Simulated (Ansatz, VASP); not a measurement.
# ZnS in VASP and in Ansatz

```
CELL_PARAMETERS angstrom
0.00000 2.70465 2.70465
2.70465 0.00000 2.70465
2.70465 2.70465 0.00000
ATOMIC_POSITIONS crystal
Zn 0.00000 0.00000 0.00000
S 0.75000 0.75000 0.75000
```

Alike in both runs: task single point; functional PBE; k mesh 8 × 8 × 8; occupations fermi-dirac, width 0.01 eV; non-collinear spin, spin-orbit coupling.

|  | VASP | Ansatz |
| --- | --- | --- |
| version | VASP 6.6.1 | Ansatz 0.2.0 |
| potentials or method | VASP PAW PBE potentials, release 64 (Zn, S), cutoff 520 eV | all-electron LAPW |

|  | VASP | Ansatz | Ansatz less VASP |
| --- | --- | --- | --- |
| gap on the k mesh at the Fermi level (eV) | 2.08 | 2.08 | -0.002 |
| pressure (GPa) | 1.5 | 1.4 | -0.08 |
| net moment per atom (μB) | 0.00 | 0.00 | 0.000 |

Ansatz ran all-electron here, so the differences hold the error of VASP's frozen core and of both bases.
